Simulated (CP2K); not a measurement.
The system is Rh.

```xyz
1
Lattice="2.6840 0.0000 0.0000 1.3420 2.3244 0.0000 1.3420 0.7748 2.1914" Properties=species:S:1:pos:R:3 pbc="T T T"
Rh    0.0000    0.0000    0.0000
```

Base run:

- Program: CP2K 2026.2
- Functional: vdW-DF2
- Potentials or basis: POTENTIAL_UZH Rh GTH-PBE-q17; TZVP-MOLOPT-PBE-GTH basis
- Density cutoff: 9184 eV
- k mesh: 12 × 12 × 12
- Occupations: fermi-dirac, width 0.05 eV
- Spin: no spin polarisation

Its results: band gap on the k mesh none (metal or under the smearing width); pressure 33.1 GPa.

**Question.** After a change of settings the same cell gave: band gap on the k mesh none (metal or under the smearing width); pressure 2.4 GPa. Which change was it?
A. functional from vdW-DF2 to r2SCAN
B. functional from vdW-DF2 to LDA
C. functional from vdW-DF2 to PBE; density cutoff from 9184 eV to 6803 eV; cutoff of the grids from 675 Ry to 500 Ry
D. functional from vdW-DF2 to PBEsol

**Answer.** A.

Caveats: the potentials were made for another functional, which shifts forces and pressure; the basis of atomic orbitals isn't converged, which shifts pressures, moduli and gaps; a pressure of tens of GPa on the cell as given is suspect, and the run, the potentials or the cell itself is likely at fault (some runs).
